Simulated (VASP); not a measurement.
# BN (Fmm2) in VASP: notebook

One crystal, BN, is run at these levels: PBE; tasks: single point.

Program: VASP 6.6.1. These are calculated values, not measurements. Logs are shortened: lines on timing, memory, paths and dates and some standing lists are left out, and cuts for length are marked.

### Step 1. The structure

It takes space group Fmm2 (No. 42, orthorhombic). The conventional cell has a = 2.503 Å, b = 6.991 Å, c = 4.332 Å, α = 90.00°, β = 90.00°, γ = 90.00°. Around N (site symmetry mm2) lie 3 B at 1.44 Å. B (site symmetry mm2) has 3 N at 1.44 Å as nearest neighbours.

Measurements of this composition are mostly on another form, of space group No. 194.

### Step 2. Single point, PBE

INCAR

```
PREC = Accurate
ENCUT = 460
EDIFF = 1E-7
ISMEAR = 0
SIGMA = 0.05
LREAL = False
LASPH = True
NELM = 100
ALGO = Normal
ISIF = 2
LWAVE = False
LCHARG = False
GGA = PE
ADDGRID = False
```

KPOINTS

```
regular mesh
0
Gamma
  9 9 9
```

POSCAR

```
BN
1.0
    0.0000000000      3.4953158300      2.1660912400
    1.2516321000      0.0000000000      2.1660912400
    1.2516321000      3.4953158300      0.0000000000
N B
1 1
Direct
    0.6666513400      0.6666513400      0.3333486600
    0.0000486500      0.0000486500      0.9999513500
```

Potentials or basis: VASP PAW PBE potentials, release 64 (N_s, B_s).

Started as:

```sh
> cat potpaw_PBE.64/N_s/POTCAR potpaw_PBE.64/B_s/POTCAR > POTCAR
> mpirun -np 1 vasp_std > vasp.out
```

OUTCAR:

```text
PREC = Accurate
   ENCUT = 460
   EDIFF = 1E-7
   ISMEAR = 0
   LREAL = False
   LASPH = True
   NELM = 100
   ISIF = 2
   GGA = PE

 Found    125 irreducible k-points:

 Following reciprocal coordinates:
            Coordinates               Weight
  0.000000  0.000000  0.000000      1.000000
  0.111111 -0.000000 -0.000000      8.000000
  0.222222 -0.000000 -0.000000      8.000000
  0.333333 -0.000000 -0.000000      8.000000
  0.444444 -0.000000 -0.000000      8.000000
  0.111111  0.111111  0.000000      2.000000
   k-points           NKPTS =    125   k-points in BZ     NKDIM =    125   number of bands    NBANDS=      8
   number of dos      NEDOS =    301   number of ions     NIONS =      2
   total plane-waves  NPLWV =  15120
   dimension x,y,z NGX =    30 NGY =   18 NGZ =   28
   dimension x,y,z NGXF=    60 NGYF=   36 NGZF=   56
   ions per type =               1   1
   NGX,Y,Z   is equivalent  to a cutoff of  12.13, 11.96, 12.54 a.u.
   NGXF,Y,Z  is equivalent  to a cutoff of  24.26, 23.92, 25.08 a.u.
 SYSTEM =  unknown system
   PREC   = accura    normal or accurate (medium, high low for compatibility)
   ISTART =      0    job   : 0-new  1-cont  2-samecut
   ICHARG =      2    charge: 1-file 2-atom 10-const
   ISPIN  =      1    spin polarized calculation?
   LNONCOLLINEAR =      F non collinear calculations
   LSORBIT =      F    spin-orbit coupling
   LASPH  =      T    aspherical Exc in radial PAW
   ENCUT  =  460.0 eV  33.81 Ry    5.81 a.u.   7.19  4.37  6.49*2*pi/ulx,y,z
   NELM   =    100;   NELMIN=  2; NELMDL= -5     # of ELM steps
   EDIFF  = 0.1E-06   stopping-criterion for ELM
   LREAL  =      F    real-space projection
   EDIFFG = 0.1E-05   stopping-criterion for IOM
   NSW    =      0    number of steps for IOM
   IBRION =     -1    ionic relax: 0-MD 1-quasi-New 2-CG
   NFREE  =      0    steps in history (QN), initial steepest desc. (CG)
   ISIF   =      2    stress and relaxation
   ISYM   =      2    0-nonsym 1-usesym 2-fastsym
   POTIM  = 0.5000    time-step for ionic-motion
   TEBEG  =    0.0;   TEEND  =   0.0 temperature during run
   PSTRESS=    0.0 pullay stress
   NELECT =       8.0000    total number of electrons
   NUPDOWN=      -1.0000    fix difference up-down
   EMIN   =  10.00;   EMAX   =-10.00  energy-range for DOS
   EFERMI =   0.00;   METHOD = LEGACY
   ISMEAR =     0;   SIGMA  =   0.05  broadening in eV -4-tet -1-fermi 0-gaus
   EFERMI_NEDOS =   21; number of points for ismear=-14 and -15
   IALGO  =     38    algorithm
   IMIX   =      4    mixing-type and parameters
     AMIX     =   0.40;   BMIX     =  1.00
     AMIX_MAG =   1.60;   BMIX_MAG =  1.00
  volume/ion in A,a.u.               =       9.48        63.95
  Fermi-wavevector in a.u.,A,eV,Ry     =   1.228047  2.320672 20.518928  1.508099
  Thomas-Fermi vector in A             =   2.362987
   LORBIT       =      0    0 simple, 1 ext, 2 COOP (PROOUT), +10 PAW based schemes
   GGA     = PE    functional components
   LHFCALC =     F    Hartree Fock is set to
   AEXX    =    0.0000 exact exchange contribution
   IVDW    =     0    specifies the selected vdW correction
   LEPSILON=     F    determine dielectric tensor
   LRPA    =     F    only Hartree local field effects (RPA)
 non-spin polarized calculation
 Gauss-broadening in eV      SIGMA  =   0.05
  energy-cutoff  :      460.00
  volume of cell :       18.95
 maximum number of plane-waves:       442
 NGX is ok and might be reduce to    30
   NGX = 15   NGY =  9   NGZ = 13

 number of electron       8.0000000 magnetization

 Free energy of the ion-electron system (eV)
  ---------------------------------------------------
  ext. energy  EPLUGINS =         0.00000000
  ---------------------------------------------------
  free energy    TOTEN  =       -17.55693844 eV

  energy without entropy =      -17.55693844  energy(sigma->0) =      -17.55693844

 E-fermi :   3.4385     XC(G=0):  -9.6969

 val. band max:        3.1482865762   @ k =   0.4444  -0.3333   0.1111
 cond. band min:       7.0991031400   @ k =   0.0000   0.4444   0.4444
 fundamental gap:      3.9508165638
 Fermi energy:         3.4385300708

 k-point     1 :       0.0000    0.0000    0.0000
  band No.  band energies     occupation
      1     -14.7336      2.00000
      2      -1.3363      2.00000
      3       1.7159      2.00000
      4       1.7229      2.00000
      5       8.0102      0.00000
      6      14.6665      0.00000
      7      14.7257      0.00000
      8      16.1222      0.00000

 k-point     2 :       0.1111   -0.0000   -0.0000
  band No.  band energies     occupation
      1     -14.4881      2.00000
      2      -1.0957      2.00000
      3       0.7551      2.00000
      4       1.2744      2.00000
      5       8.5538      0.00000
      6      14.5853      0.00000
      7      15.2854      0.00000
      8      15.7168      0.00000

 k-point     3 :       0.2222   -0.0000   -0.0000
  band No.  band energies     occupation
      1     -13.7789      2.00000
      2      -1.4420      2.00000
      3      -0.3683      2.00000
      4       0.3322      2.00000
      5       9.8872      0.00000
      6      13.2120      0.00000
      7      14.3839      0.00000
      8      18.3514      0.00000

 k-point     4 :       0.3333   -0.0000   -0.0000
  band No.  band energies     occupation
      1     -12.7232      2.00000
      2      -3.8351      2.00000
      3      -0.5387      2.00000
      4       0.7598      2.00000
      5      10.0261      0.00000
      6      12.2233      0.00000
      7      14.5040      0.00000
      8      20.9537      0.00000

 k-point     5 :       0.4444   -0.0000   -0.0000
  band No.  band energies     occupation
      1     -11.7202      2.00000
      2      -5.5911      2.00000
      3      -1.0312      2.00000
      4       1.9186      2.00000
      5       8.1236      0.00000
      6      12.9296      0.00000
      7      15.9169      0.00000
      8      19.3000      0.00000

 k-point     6 :       0.1111    0.1111    0.0000
  band No.  band energies     occupation
      1     -14.4934      2.00000
      2      -1.0340      2.00000
      3       0.7355      2.00000
      4       1.2799      2.00000
      5       8.4373      0.00000
      6      14.5680      0.00000
      7      15.3804      0.00000
      8      15.7614      0.00000

 [... further k-points ...]
[... 5 lines left out ...]
  --------------------------------------------------------------------------------------
  -------------------------------------------------------------------------------------
  Total        0.6292522      0.1617408      0.6352812      0.0000000      0.0000000      0.0000000
  in kB       53.1943475     13.6728870     53.7040127      0.0000000      0.0000000      0.0000000
  external PRESSURE =      40.1904157 kB  Pullay stress =       0.0000000 kB

 VOLUME and BASIS-vectors are now :
 -----------------------------------------------------------------------------
  energy-cutoff  :      460.00
  volume of cell :       18.95
      direct lattice vectors                 reciprocal lattice vectors
     0.000000000  3.495315830  2.166091240    -0.399478409  0.143048590  0.230830535
     1.251632100  0.000000000  2.166091240     0.399478409 -0.143048590  0.230830535
     1.251632100  3.495315830  0.000000000     0.399478409  0.143048590 -0.230830535

 POSITION                                       TOTAL-FORCE (eV/Angst)
 -----------------------------------------------------------------------------------
      1.25163      3.49532      2.88806         0.000000      0.000000     -0.010357
      1.25163      3.49532      0.00021         0.000000      0.000000      0.010357
 -----------------------------------------------------------------------------------
    total drift:                               -0.000001     -0.000003     -0.000003

  FREE ENERGIE OF THE ION-ELECTRON SYSTEM (eV)
  ---------------------------------------------------
  free  energy   TOTEN  =       -17.5569384379 eV

  energy  without entropy=      -17.5569384379  energy(sigma->0) =      -17.55693844
```

Wall time 11 s (1 thread of Intel Xeon 6975P-C (Granite Rapids), shared host); peak memory 0.14 GiB.

These settings aren't checked as converged: the numbers below hold their error.

What came out:

```
Free energy            : -17.5569 eV
Pressure               : 4.0 GPa
Largest force          : 0.010 eV/Å
Band gap on the k mesh : 3.95 eV, indirect (least direct gap 4.56 eV)
```

Caveat: an odd mesh through Γ misses points on the zone boundary, where band edges often lie.

### Step 3. Single point, PBE

INCAR is that of step 2.

KPOINTS is that of step 2.

POSCAR

```
BN
1.0
    0.0000000000      3.4953158300      2.1660912400
    1.2516321000      0.0000000000      2.1660912400
    1.2516321000      3.4953158300      0.0000000000
N B
1 1
Direct
    0.6643870000      0.6373240000      0.3259630000
   -0.0156690000     -0.0240960000      1.0349220000
```

Potentials or basis: VASP PAW PBE potentials, release 64 (N_s, B_s).

Started as:

```sh
> cat potpaw_PBE.64/N_s/POTCAR potpaw_PBE.64/B_s/POTCAR > POTCAR
> mpirun -np 1 vasp_std > vasp.out
```

OUTCAR:

```text
PREC = Accurate
   ENCUT = 460
   EDIFF = 1E-7
   ISMEAR = 0
   LREAL = False
   LASPH = True
   NELM = 100
   ISIF = 2
   GGA = PE

 Found    365 irreducible k-points:

 Following reciprocal coordinates:
            Coordinates               Weight
  0.000000  0.000000  0.000000      1.000000
  0.111111 -0.000000 -0.000000      2.000000
 -0.111111 -0.111111 -0.111111      2.000000
  0.000000  0.111111  0.000000      2.000000
  0.000000  0.000000  0.111111      2.000000
  0.222222 -0.000000 -0.000000      2.000000
   k-points           NKPTS =    365   k-points in BZ     NKDIM =    365   number of bands    NBANDS=      8
   number of dos      NEDOS =    301   number of ions     NIONS =      2
   total plane-waves  NPLWV =  15120
   dimension x,y,z NGX =    30 NGY =   18 NGZ =   28
   dimension x,y,z NGXF=    60 NGYF=   36 NGZF=   56
   ions per type =               1   1
   NGX,Y,Z   is equivalent  to a cutoff of  12.13, 11.96, 12.54 a.u.
   NGXF,Y,Z  is equivalent  to a cutoff of  24.26, 23.92, 25.08 a.u.
 SYSTEM =  unknown system
   PREC   = accura    normal or accurate (medium, high low for compatibility)
   ISTART =      0    job   : 0-new  1-cont  2-samecut
   ICHARG =      2    charge: 1-file 2-atom 10-const
   ISPIN  =      1    spin polarized calculation?
   LNONCOLLINEAR =      F non collinear calculations
   LSORBIT =      F    spin-orbit coupling
   LASPH  =      T    aspherical Exc in radial PAW
   ENCUT  =  460.0 eV  33.81 Ry    5.81 a.u.   7.19  4.37  6.49*2*pi/ulx,y,z
   NELM   =    100;   NELMIN=  2; NELMDL= -5     # of ELM steps
   EDIFF  = 0.1E-06   stopping-criterion for ELM
   LREAL  =      F    real-space projection
   EDIFFG = 0.1E-05   stopping-criterion for IOM
   NSW    =      0    number of steps for IOM
   IBRION =     -1    ionic relax: 0-MD 1-quasi-New 2-CG
   NFREE  =      0    steps in history (QN), initial steepest desc. (CG)
   ISIF   =      2    stress and relaxation
   ISYM   =      2    0-nonsym 1-usesym 2-fastsym
   POTIM  = 0.5000    time-step for ionic-motion
   TEBEG  =    0.0;   TEEND  =   0.0 temperature during run
   PSTRESS=    0.0 pullay stress
   NELECT =       8.0000    total number of electrons
   NUPDOWN=      -1.0000    fix difference up-down
   EMIN   =  10.00;   EMAX   =-10.00  energy-range for DOS
   EFERMI =   0.00;   METHOD = LEGACY
   ISMEAR =     0;   SIGMA  =   0.05  broadening in eV -4-tet -1-fermi 0-gaus
   EFERMI_NEDOS =   21; number of points for ismear=-14 and -15
   IALGO  =     38    algorithm
   IMIX   =      4    mixing-type and parameters
     AMIX     =   0.40;   BMIX     =  1.00
     AMIX_MAG =   1.60;   BMIX_MAG =  1.00
  volume/ion in A,a.u.               =       9.48        63.95
  Fermi-wavevector in a.u.,A,eV,Ry     =   1.228047  2.320672 20.518928  1.508099
  Thomas-Fermi vector in A             =   2.362987
   LORBIT       =      0    0 simple, 1 ext, 2 COOP (PROOUT), +10 PAW based schemes
   GGA     = PE    functional components
   LHFCALC =     F    Hartree Fock is set to
   AEXX    =    0.0000 exact exchange contribution
   IVDW    =     0    specifies the selected vdW correction
   LEPSILON=     F    determine dielectric tensor
   LRPA    =     F    only Hartree local field effects (RPA)
 non-spin polarized calculation
 Gauss-broadening in eV      SIGMA  =   0.05
  energy-cutoff  :      460.00
  volume of cell :       18.95
 maximum number of plane-waves:       442
 NGX is ok and might be reduce to    30
   NGX = 15   NGY =  9   NGZ = 13

 number of electron       8.0000000 magnetization

 Free energy of the ion-electron system (eV)
  ---------------------------------------------------
  ext. energy  EPLUGINS =         0.00000000
  ---------------------------------------------------
  free energy    TOTEN  =       -17.41291652 eV

  energy without entropy =      -17.41291652  energy(sigma->0) =      -17.41291652

 E-fermi :   3.3204     XC(G=0):  -9.7088

 val. band max:        3.1032060536   @ k =  -0.4444  -0.3333   0.2222
 cond. band min:       6.9272394693   @ k =   0.0000   0.4444   0.4444
 fundamental gap:      3.8240334158
 Fermi energy:         3.3204494087

 k-point     1 :       0.0000    0.0000    0.0000
  band No.  band energies     occupation
      1     -14.7156      2.00000
      2      -1.3131      2.00000
      3       1.0780      2.00000
      4       2.5154      2.00000
      5       7.8412      0.00000
      6      13.7553      0.00000
      7      15.6516      0.00000
      8      16.2081      0.00000

 k-point     2 :       0.1111   -0.0000   -0.0000
  band No.  band energies     occupation
      1     -14.4655      2.00000
      2      -1.0842      2.00000
      3       0.6899      2.00000
      4       1.4224      2.00000
      5       8.3891      0.00000
      6      13.8983      0.00000
      7      15.5056      0.00000
      8      16.6061      0.00000

 k-point     3 :      -0.1111   -0.1111   -0.1111
  band No.  band energies     occupation
      1     -14.4732      2.00000
      2      -1.0750      2.00000
      3       0.2672      2.00000
      4       1.9449      2.00000
      5       8.3595      0.00000
      6      14.3056      0.00000
      7      15.3681      0.00000
      8      15.8572      0.00000

 k-point     4 :       0.0000    0.1111    0.0000
  band No.  band energies     occupation
      1     -14.4732      2.00000
      2      -1.0745      2.00000
      3       0.2680      2.00000
      4       1.9443      2.00000
      5       8.3584      0.00000
      6      14.3285      0.00000
      7      15.3246      0.00000
      8      15.8667      0.00000

 k-point     5 :       0.0000    0.0000    0.1111
  band No.  band energies     occupation
      1     -14.4655      2.00000
      2      -1.0848      2.00000
      3       0.6901      2.00000
      4       1.4258      2.00000
      5       8.3785      0.00000
      6      13.8903      0.00000
      7      15.5095      0.00000
      8      16.6061      0.00000

 k-point     6 :       0.2222   -0.0000   -0.0000
  band No.  band energies     occupation
      1     -13.7418      2.00000
      2      -1.0343      2.00000
      3      -0.3905      2.00000
      4      -0.0887      2.00000
      5       9.7068      0.00000
      6      13.3265      0.00000
      7      14.3133      0.00000
      8      19.0485      0.00000

 [... further k-points ...]
[... 5 lines left out ...]
  --------------------------------------------------------------------------------------
  -------------------------------------------------------------------------------------
  Total        0.6534722      0.0112566      1.0237208     -0.2395763      0.0398604      0.7809586
  in kB       55.2418055      0.9515832     86.5410702    -20.2527735      3.3696342     66.0189715
  external PRESSURE =      47.5781530 kB  Pullay stress =       0.0000000 kB

 VOLUME and BASIS-vectors are now :
 -----------------------------------------------------------------------------
  energy-cutoff  :      460.00
  volume of cell :       18.95
      direct lattice vectors                 reciprocal lattice vectors
     0.000000000  3.495315830  2.166091240    -0.399478409  0.143048590  0.230830535
     1.251632100  0.000000000  2.166091240     0.399478409 -0.143048590  0.230830535
     1.251632100  3.495315830  0.000000000     0.399478409  0.143048590 -0.230830535

 POSITION                                       TOTAL-FORCE (eV/Angst)
 -----------------------------------------------------------------------------------
      1.20568      3.46159      2.81962         2.373464      1.281718     -0.544588
      1.26518      3.56261      4.24605        -2.373464     -1.281718      0.544588
 -----------------------------------------------------------------------------------
    total drift:                               -0.000040      0.000025     -0.000019

  FREE ENERGIE OF THE ION-ELECTRON SYSTEM (eV)
  ---------------------------------------------------
  free  energy   TOTEN  =       -17.4129165151 eV

  energy  without entropy=      -17.4129165151  energy(sigma->0) =      -17.41291652
```

stdout:

```text
POSCAR found type information on POSCAR N B
 POSCAR found :  2 types and       2 ions
 scaLAPACK will be used
 LDA part: xc-table for (Slater+PW92), standard interpolation
 POSCAR, INCAR and KPOINTS ok, starting setup
 FFT: planning ... GRIDC
 FFT: planning ... GRID_SOFT
 FFT: planning ... GRID
 WAVECAR not read
 entering main loop
```

It took 30 s on 1 thread of Intel Xeon 6975P-C (Granite Rapids), shared host; peak memory 0.17 GiB.

The run converged, but some of its settings lie outside the range that counts as converged, so its numbers aren't taken as properties of the crystal.

What came out:

```
Free energy            : -17.4129 eV
Pressure               : 4.8 GPa
Largest force          : 2.752 eV/Å
Band gap on the k mesh : 3.82 eV, indirect (least direct gap 4.54 eV)
```

Caveat: an odd mesh through Γ misses points on the zone boundary, where band edges often lie.

### Step 4. For comparison

An earlier run on the cell as given: functional PBE; potentials or basis VASP PAW PBE potentials, release 64 (N, B); cutoff 520 eV; k mesh 13 × 13 × 13; occupations fermi-dirac, width 0.05 eV; no spin polarisation.

- Pressure: 3.3 GPa
- Largest force: 0.010 eV/Å
- Band gap on the k mesh: 3.90 eV, indirect (least direct gap 4.65 eV)
